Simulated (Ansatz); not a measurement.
**Computed properties of ZnSiP2 (ordering on zincblende)**

All numbers come from the plane-wave code Ansatz. Spin-unpolarised throughout. Whether this structure exists isn't addressed.

ZnSiP2, ordered on the zincblende lattice (I-42d) with 8 atoms a cell, relaxed with r2SCAN. The symmetry is I-42d (No. 122, tetragonal); a = 5.377 Å, c = 10.468 Å in the conventional setting, 18.92 Å³ an atom. Zn has 4 P at 2.36 Å; P has 2 Si at 2.26 Å and 2 Zn at 2.36 Å; Si has 4 P at 2.26 Å.

```
CELL_PARAMETERS angstrom
-2.68850 2.68850 5.23384
2.68850 -2.68850 5.23384
2.68850 2.68850 -5.23384
ATOMIC_POSITIONS crystal
Zn 0.00000 0.00000 0.00000
P 0.37500 0.39183 0.51683
Zn 0.75000 0.25000 0.50000
P 0.14183 0.62500 0.01683
Si 0.50000 0.50000 0.00000
P 0.87500 0.85817 0.48317
Si 0.25000 0.75000 0.50000
P 0.60817 0.12500 0.98317
```

Relaxed lattice by functional, symmetry kept:

| functional | k mesh | a (Å) | c (Å) | volume (Å³/atom) |
| --- | --- | --- | --- | --- |
| PBE | 6×6×6 | 5.419 | 10.539 | 19.34 |
| r2SCAN | 6×6×6 | 5.377 | 10.468 | 18.92 |
| PBEsol | 6×6×6 | 5.353 | 10.446 | 18.71 |
| LDA | 6×6×6 | 5.306 | 10.383 | 18.27 |

Gaps on the r2SCAN cell, each the least over its mesh and the special points:

| level | k mesh | gap (eV) | kind | edges | least direct gap (eV) | rough cost |
| --- | --- | --- | --- | --- | --- | --- |
| LDA | 6×6×6 | 1.19 | direct | Γ | 1.19 | 21 core-seconds |
| PBE | 6×6×6 | 1.31 | direct | Γ | 1.31 | 40 core-seconds |
| r2SCAN | 6×6×6 | 1.56 | direct | Γ | 1.56 | 50 core-seconds |
| HSE06 | 4×4×4 | 1.99 | direct | Γ | 1.99 | 8 core-minutes |
| DDH-PBE0 | 4×4×4 | 1.81 | direct | Γ | 1.81 | 12 core-minutes |
| PBE0 | 4×4×4 | 2.65 | direct | Γ | 2.65 | 8 core-minutes |
| LC-ωPBE | 4×4×4 alone | 6.34 | direct | Γ | 6.34 | 4 core-minutes |

PBE: smearing of 0.02 eV; the others have fixed occupations.
Wave cutoffs: 420 eV, 500 eV (r2SCAN).
A mesh marked alone had no extra points solved.
Costs come from shared machines and give only the order; PBE's includes the band path. The runs had 4 threads of Arm Neoverse V1, with other jobs on the host.

HSE06 gives a direct gap of 1.99 eV at Γ. With r2SCAN, at Γ the top three valence levels group as 1+2 from the top, spread over 129 meV.

r2SCAN covers 36 % of the step from PBE to HSE06, while HSE06 needs about 11 times r2SCAN's cost (on a coarser mesh). All these functionals give a gap of the same kind, direct.

PBE (ground state on 6×6×6): The clamped-ion dielectric constant comes out as 10.48 along x and y, 10.61 along z. Born charges, averaged over directions: Zn +1.63, P -1.90, Si +2.17 e.

The meshes of the hybrids are coarse, so their gaps aren't converged to the digits shown.

The splittings at Γ are without spin-orbit coupling, which regroups them where it is of like size or larger.
